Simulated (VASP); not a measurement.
Input of a VASP 6.6.1 run:

The input INCAR:

```
PREC = Accurate
ENCUT = 500
EDIFF = 1E-6
ISMEAR = 0
SIGMA = 0.01
LREAL = F
LASPH = T
NELM = 60
ALGO = Normal
ISIF = 2
LWAVE = F
LCHARG = F
ISPIN = 2
MAGMOM = 0.167 0.167 0.167 0.167 0.167 0.167
LORBIT = 11
NUPDOWN = 1
GGA = PE
IBRION = 2
NSW = 60
EDIFFG = -0.01
ISYM = 0
NCORE = 2
```

File KPOINTS:

```
Automatic mesh
0
Gamma
  1 1 1
```

POSCAR

```
HC
1.0
   11.0000000000      0.0000000000      0.0000000000
    0.0000000000      9.0000000000      0.0000000000
    0.0000000000      0.0000000000      8.0000000000
C H
3 3
Direct
    0.3630303030      0.5000000000      0.5000000000
    0.4739393939      0.5000000000      0.5000000000
    0.5993939394      0.5000000000      0.5000000000
    0.2666666667      0.5000000000      0.5000000000
    0.6484848485      0.6033333333      0.5000000000
    0.6484848485      0.3966666667      0.5000000000
```

Potentials or basis: VASP PAW PBE potentials, release 64 (C, H).

Command:

```sh
$ cat potpaw_PBE.64/C/POTCAR potpaw_PBE.64/H/POTCAR > POTCAR
$ mpirun -np 4 vasp_gam > vasp.out
```

Question: What does it give for the energy gained by relaxing?

Answer: 3.0 meV/atom.

Final structure:
```
C H
1.0
    11.00000    0.00000    0.00000
     0.00000    9.00000    0.00000
     0.00000    0.00000    8.00000
C H
3 3
Direct
  0.36250 0.50000 0.50000
  0.47452 0.50000 0.50000
  0.59867 0.50000 0.50000
  0.26529 0.50000 0.50000
  0.64951 0.60392 0.50000
  0.64951 0.39608 0.50000
```

Caveat: the standard files for N, O and F lose accuracy on very short bonds; the total moment is fixed, so each spin has its own Fermi level.
